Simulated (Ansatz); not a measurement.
**Sn: do energies and stresses tell the same story?**

Theory: Ansatz 0.2.0, DFT PBEsol, scalar-relativistic, plane waves, PAW.

Settings: cutoff 420 eV, Γ-centred mesh 16×16×16 on the computed 1-atom cell, Gaussian smearing of 0.10 eV; no spin polarisation.

Relaxed cell: I4/mmm, a = 3.504 Å, b = 3.504 Å, c = 4.301 Å, α = 90.00°, β = 90.00°, γ = 90.00°, 1 atom in the primitive cell. This form isn't the element's structure at ambient conditions.

Energies at zero smearing and pressures from the stress tensor, at volumes with shape and atoms relaxed:
| V (Å³/atom) | E − E(first) (meV/atom) | P (GPa) |
| --- | --- | --- |
| 24.820 | 0.00 | 3.85 |
| 25.612 | -13.56 | 1.73 |
| 26.404 | -17.39 | 0.00 |
| 27.196 | -13.58 | -1.51 |
| 27.988 | -2.97 | -2.80 |

Check P = −dE/dV between neighbouring volumes, and get the bulk modulus from the pressures alone.

With 1 eV/Å³ = 160.2 GPa:
```
middle V (Å³/atom)  −ΔE/ΔV (GPa) mean P (GPa)
            25.216         2.743         2.790
            26.008         0.775         0.865
            26.800        -0.770        -0.754
            27.592        -2.146        -2.151
```

The two differ by 0.09 GPa at most. The mean of two end pressures misses the average over a step by about ΔV² P″/12, up to 0.04 GPa here; with that taken off 0.07 GPa remains. The stress is the derivative of the free energy, not of the energy at zero smearing, and with free energies 0.02 GPa remains. Around V = 26.404 Å³/atom, the two neighbours give B = −V ΔP/ΔV = 26.404 × 3.24 / 1.584 = 54.0 GPa, against B0 = 53.5 GPa from the Birch–Murnaghan fit of the energies.